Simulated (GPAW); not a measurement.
# Au (Fm-3m) in GPAW: further runs

One crystal, Au, is run at these levels: TPSS, PBEsol, revPBE+D3; tasks: equation of state, band structure.

Program: GPAW 26.7.0. These are calculated values, not measurements. Logs are shortened: lines on timing, memory, paths and dates and some standing lists are left out, and cuts for length are marked. The log counts tension as positive stress, the text compression.

**Measured values to compare with.**

From “Exploring toroidal anvil profiles for larger sample volumes above 4 Mbar”, 2024, pmc:11102561, for a bulk crystal of Au: bulk modulus 167 GPa.

The results are compared with them further down.

**1. The crystal as given**

The structure is cubic, space group Fm-3m (No. 225). The conventional cell has a = 4.070 Å, b = 4.070 Å, c = 4.070 Å, α = 90.00°, β = 90.00°, γ = 90.00°. Au (site symmetry m-3m) has 12 Au at 2.88 Å as nearest neighbours.

**2. Equation of state, TPSS**

The input, run.py:

```python
from ase.eos import EquationOfState
from ase.io import Trajectory
from ase.spacegroup import crystal
from ase.units import GPa
from gpaw import GPAW, PW

# Au 4a
atoms = crystal(['Au'],
                basis=[[0.0, 0.0, 0.0]],
                spacegroup=225, setting=1,  # Fm-3m
                cellpar=[4.07, 4.07, 4.07, 90.0, 90.0, 90.0],
                primitive_cell=True)

traj = Trajectory('eos.traj', 'w')
volumes, energies = [], []
for x in [0.94, 0.96, 0.98, 1.0, 1.02, 1.04, 1.06]:
    a = atoms.copy()
    a.set_cell(atoms.cell * x**(1 / 3), scale_atoms=True)
    calc = GPAW(mode=PW(600),
                xc='MGGA_X_TPSS+MGGA_C_TPSS',
                kpts={'size': (11, 11, 11), 'gamma': True},
                occupations={'name': 'fermi-dirac', 'width': 0.05},
                nbands=14,
                convergence={'density': 1e-05, 'energy': 1e-05},
                eigensolver='davidson',
                maxiter=150,
                txt=f'eos-{x:.2f}.txt')
    a.calc = calc
    energies.append(a.get_potential_energy(force_consistent=True))
    volumes.append(a.get_volume())
    p = -a.get_stress()[:3].mean() / GPa
    calc.write(f'eos-{x:.2f}.gpw')
    traj.write(a)
    print(f'{x:.2f} {volumes[-1]:10.4f} A^3 {energies[-1]:14.6f} eV {p:9.3f} GPa', flush=True)

v0, e0, B = EquationOfState(volumes, energies, eos='birchmurnaghan').fit()
print(f'V0 = {v0:.4f} A^3, E0 = {e0:.6f} eV, B0 = {B / GPa:.2f} GPa')
```

Potentials or basis: GPAW PAW data sets (gpaw-data 1.2.1), pw.

Started as:

```sh
OMP_NUM_THREADS=1 python run.py
```

What it wrote:

```text
__  _  _
 | _ |_)|_||  |
 |__||  | ||/\| - 26.7.0

Input parameters:
  mode=PW(ecut=600.0),
  convergence={'density': 1e-05, 'energy': 1e-05},
  eigensolver=Davidson(niter=2),
  kpts=MonkhorstPack(size=(11, 11, 11), gamma=True),
  maxiter=150,
  nbands=14,
  occupations=Occupations(name='fermi-dirac', width=0.05),
  xc=XC(name='MGGA_X_TPSS+MGGA_C_TPSS')

Diagonalizing LCAO Hamiltonian
Converting LCAO to pw mode

       Au

Atoms  # Å, Bohr magnetons
|   | symbol |        x |        y |        z |    initial magnetic moments |
|---|--------|----------|----------|----------|-----------------------------|
| 0 |     Au | 0.000000 | 0.000000 | 0.000000 | ( 0.0000,  0.0000,  0.0000) |

Unit cell  # Å
| periodic |        x |        y |        z |  lengths |    angles |
|----------|----------|----------|----------|----------|-----------|
|      yes | 0.000000 | 2.007497 | 2.007497 | 2.839029 | 60.000000 |
|      yes | 2.007497 | 0.000000 | 2.007497 | 2.839029 | 60.000000 |
|      yes | 2.007497 | 2.007497 | 0.000000 | 2.839029 | 60.000000 |

Number of symmetries: 48
Symmetry operations  # r_c * U_cc + t_c -> r_c
|    | kind |            matrix            |
|----|------|------------------------------|
|  0 |  σ   |  1, 0, 0,  1, 0,-1,  1,-1, 0 |
|  1 |  C2  |  1, 0, 0,  1,-1, 0,  1, 0,-1 |
|  2 |  E   |  1, 0, 0,  0, 1, 0,  0, 0, 1 |
|  3 |  σ   |  1, 0, 0,  0, 0, 1,  0, 1, 0 |
|  4 |  C4  |  1, 0,-1,  1, 0, 0,  1,-1, 0 |
|  5 |  S6  |  1, 0,-1,  1,-1, 0,  1, 0, 0 |
|  6 |  σ   |  1, 0,-1,  0, 1,-1,  0, 0,-1 |
|  7 |  C3  |  1, 0,-1,  0, 0,-1,  0, 1,-1 |
|  8 |  S6  |  1,-1, 0,  1, 0, 0,  1, 0,-1 |
|  9 |  C4  |  1,-1, 0,  1, 0,-1,  1, 0, 0 |
| 10 |  C3  |  1,-1, 0,  0,-1, 1,  0,-1, 0 |
| 11 |  σ   |  1,-1, 0,  0,-1, 0,  0,-1, 1 |
| 12 |  σ   |  0, 1, 0,  1, 0, 0,  0, 0, 1 |
| 13 |  C4  |  0, 1, 0,  0, 1,-1, -1, 1, 0 |
| 14 |  C3  |  0, 1, 0,  0, 0, 1,  1, 0, 0 |
| 15 |  S6  |  0, 1, 0, -1, 1, 0,  0, 1,-1 |
| 16 |  C2  |  0, 1,-1,  1, 0,-1,  0, 0,-1 |
| 17 |  σ   |  0, 1,-1,  0, 1, 0, -1, 1, 0 |
| 18 |  S4  |  0, 1,-1,  0, 0,-1,  1, 0,-1 |
| 19 |  C4  |  0, 1,-1, -1, 1, 0,  0, 1, 0 |
| 20 |  C3  |  0, 0, 1,  1, 0, 0,  0, 1, 0 |
| 21 |  σ   |  0, 0, 1,  0, 1, 0,  1, 0, 0 |
| 22 |  S6  |  0, 0, 1,  0,-1, 1, -1, 0, 1 |
| 23 |  C4  |  0, 0, 1, -1, 0, 1,  0,-1, 1 |
| 24 |  S4  |  0, 0,-1,  1, 0,-1,  0, 1,-1 |
| 25 |  C3  |  0, 0,-1,  0, 1,-1,  1, 0,-1 |
| 26 |  C2  |  0, 0,-1,  0,-1, 0, -1, 0, 0 |
| 27 |  S6  |  0, 0,-1, -1, 0, 0,  0,-1, 0 |
| 28 |  S4  |  0,-1, 1,  1,-1, 0,  0,-1, 0 |
| 29 |  C4  |  0,-1, 1,  0, 0, 1, -1, 0, 1 |
| 30 |  C2  |  0,-1, 1,  0,-1, 0,  1,-1, 0 |
| 31 |  σ   |  0,-1, 1, -1, 0, 1,  0, 0, 1 |
| 32 |  C3  |  0,-1, 0,  1,-1, 0,  0,-1, 1 |
| 33 |  S6  |  0,-1, 0,  0, 0,-1, -1, 0, 0 |
| 34 |  S4  |  0,-1, 0,  0,-1, 1,  1,-1, 0 |
| 35 |  C2  |  0,-1, 0, -1, 0, 0,  0, 0,-1 |
| 36 |  C2  | -1, 1, 0,  0, 1, 0,  0, 1,-1 |
| 37 |  S6  | -1, 1, 0,  0, 1,-1,  0, 1, 0 |
| 38 |  S4  | -1, 1, 0, -1, 0, 1, -1, 0, 0 |
| 39 |  C3  | -1, 1, 0, -1, 0, 0, -1, 0, 1 |
| 40 |  S6  | -1, 0, 1,  0, 0, 1,  0,-1, 1 |
| 41 |  C2  | -1, 0, 1,  0,-1, 1,  0, 0, 1 |
| 42 |  C3  | -1, 0, 1, -1, 1, 0, -1, 0, 0 |
| 43 |  S4  | -1, 0, 1, -1, 0, 0, -1, 1, 0 |
| 44 |  C2  | -1, 0, 0,  0, 0,-1,  0,-1, 0 |
| 45 |  i   | -1, 0, 0,  0,-1, 0,  0, 0,-1 |
| 46 |  σ   | -1, 0, 0, -1, 1, 0, -1, 0, 1 |
| 47 |  C2  | -1, 0, 0, -1, 0, 1, -1, 1, 0 |

BZ-sampling:
  Number of BZ points: 1331
  Number of IBZ points: 56

  Monkhorst-Pack size: [11, 11, 11]
  Monkhorst-Pack shift: [0, 0, 0]

K-points  # in reciprocal-cell coordinates
|     |                                coordinates |     weight |
|-----|--------------------------------------------|------------|
|   0 | (  0.00000000,   0.00000000,   0.00000000) | 0.00075131 |
|   1 | (  0.09090909,   0.09090909,   0.00000000) | 0.00450789 |
|   2 | (  0.09090909,   0.09090909,   0.09090909) | 0.00601052 |
|   3 | (  0.18181818,   0.09090909,   0.09090909) | 0.00901578 |
|   4 | (  0.18181818,   0.18181818,   0.00000000) | 0.00450789 |
|   5 | (  0.18181818,   0.18181818,   0.09090909) | 0.01803156 |
|   6 | (  0.18181818,   0.18181818,   0.18181818) | 0.00601052 |
|   7 | (  0.27272727,   0.18181818,   0.09090909) | 0.01803156 |
|   8 | (  0.27272727,   0.18181818,   0.18181818) | 0.01803156 |
|   9 | (  0.27272727,   0.27272727,   0.00000000) | 0.00450789 |
| ... |                                            |            |
|  55 | (  0.45454545,   0.45454545,   0.45454545) | 0.00601052 |

Plane wave coefficients: 556
Cutoff: 600.0 eV

Spin-components: 1 (collinear spins)
Bands:           14
Projectors:      6
Spin-degeneracy: 2
Datatype:        complex128

Parallelization:
  kpt:    1
  domain: 1
  band:   1

Density:
  Valence electrons: 11.0
  Components: 1
  Grid points: [18 18 18]
  Charge: 0.0  # |e|

Potential:
  Grid points: [18 18 18]

species:
  Au:
    name:    Gold
    Z:       79.0
    valence: 11
    core:    68
    charge:  0.0  # [|e|]
    compensation charges:
      type: gauss
      rc: 0.42  # [Å]
      lmax: 2
    cutoffs:
      filter: 2.33  # [Å]
      core: 2.81  # [Å]
    projectors
    | kind |    occ | energy [eV] | rcut [Å] |
    |------|--------|-------------|----------|
    |   6s |  1.000 |      -5.728 |    1.323 |
    |   6p |  0.000 |      -0.775 |    1.323 |
    |   5d | 10.000 |      -6.891 |    1.323 |
    |    s |        |      21.484 |    1.323 |
    |    p |        |      26.436 |    1.323 |
    |    d |        |      20.321 |    1.323 |

    Using partial waves for Au as LCAO basis

Reference energy: -516598.271109  # eV

eigensolver:
  Davidson
  Converge bands: occupied
  niter=2

density mixing:
  MSR1-Mixer
  Pratt-step length: 0.05
  Maximum mixing coefficient: 0.75
  Old densities: 10
  SVD Regularization: 0.005
  Good broyden scale: 1.0
  Trust region scale: 1.0
  Backstep threshold: 4.0
  History deletion threshold: 6.0
  Fourier metric: weight=20.0, sigma=0.015

occupation numbers:
  Fermi-Dirac:
    width: 0.0500  # eV

poisson solver:
  ecut: 4800.0  # eV

xc functional:
  name: MGGA_X_TPSS+MGGA_C_TPSS with 2 nearest neighbor stencil

convergence criteria:
- Maximum integral of absolute [dens]ity change: 1e-05 electrons / valence electron
- Maximum [total energy] change in last 3 cyles: 1e-05 eV / valence electron
- Maximum integral of absolute [eigenst]ate change: 4e-08 eV^2 / valence electron
maximum number of iterations: 150

SCF iterations
|iter     | |      energy | eigst |  dens |
|---------|-|-------------|-------|-------|
|iter:   1| |   52.672759 | +2.46 |       |
|iter:   2| |    8.478075 | -0.37 | -0.79 |
|iter:   3| |    8.251878 | -1.97 | -1.02 |
|iter:   4| |    8.405342 | -3.16 | -1.02 |
|iter:   5| |    8.626433 | -2.55 | -1.11 |
|iter:   6| |    8.668484 | -2.51 | -1.41 |
|iter:   7| |    8.554524 | -2.61 | -1.80 |
|iter:   8| |    8.473924 | -3.34 | -1.37 |
|iter:   9| |    8.474586 | -5.06 | -1.25 |
|iter:  10| |    8.589444 | -3.15 | -1.25 |
|iter:  11| |    8.528145 | -3.68 | -1.44 |
|iter:  12| |    8.661665 | -2.70 | -1.32 |
|iter:  13| |    8.682375 | -2.75 | -1.77 |
|iter:  14| |    8.682281 | -4.15 | -2.71 |
|iter:  15| |    8.682293c| -5.50 | -3.68 |
|iter:  16| |    8.682302c| -6.65 | -3.60 |
|iter:  17| |    8.682302c| -7.97c| -5.25c|

Converged in 17 steps
Energy contributions relative to reference atoms: (reference = -516598.271109)

Energy contributions:
  Kinetic:          -0.819967
  Coulomb:           0.193765
  Zero:              0.297023
  External:          0.000000
  Xc:                9.012779
  Entropy:          -0.002595
  Spinorbit:         0.000000
  ----------------------------
  Free energy:       8.681005
  Extrapolated:      8.682302

dipole moment: (-13.742058, -13.742058, -13.742058)  # |e|*Ang

Fermi level: 10.824
Eigenvalues  # (at kpt = [0.000, 0.000, 0.000])
| band index |      eig [eV] | occ [0-2] |
|------------|---------------|-----------|
|          0 |         0.417 |     2.000 |
|          1 |         5.817 |     2.000 |
|          2 |         5.817 |     2.000 |
|          3 |         5.817 |     2.000 |
|          4 |         7.462 |     2.000 |
|          5 |         7.462 |     2.000 |
|          6 |        26.389 |     0.000 |
|          7 |        30.619 |     0.000 |
|          8 |        30.619 |     0.000 |
|          9 |        30.619 |     0.000 |
|         10 |        34.339 |     0.000 |
|         11 |        39.754 |     0.000 |
|         12 |        39.754 |     0.000 |
|         13 |        39.754 |     0.000 |

No gap
No difference between direct/indirect transitions

Stress tensor  # eV/Ang^3
|         x |         y |         z |
|-----------|-----------|-----------|
| -0.104727 | -0.000000 |  0.000000 |
| -0.000000 | -0.104727 |  0.000000 |
|  0.000000 |  0.000000 | -0.104727 |

# Writing to eos-0.96.gpw (mode='')
```

It took 6.8 min on 1 thread of Arm Neoverse V1, shared host; peak memory 0.75 GiB.

What came out:

* Equilibrium volume: 17.56 Å³/atom (rough: see the caveat)
* Bulk modulus: 163 GPa (rough)

Energy against volume, from the lowest point:
```
volume (Å³/atom)  energy (meV/atom)
          15.843             107.17
          16.181              65.88
          16.518              35.79
          16.855              15.56
          17.192               3.98
          17.529               0.00
          17.866               2.65
```

Caveat: with this Au data set, volumes or pressures lay over 1.5 % or 2 GPa off other programs in two to four cells of ten; the points scatter about the fit; the PAW data sets were made with another functional, which shifts forces and pressure a little. Spin-orbit coupling is left out, which matters for the levels of Au.

[end of part 1 of 2]
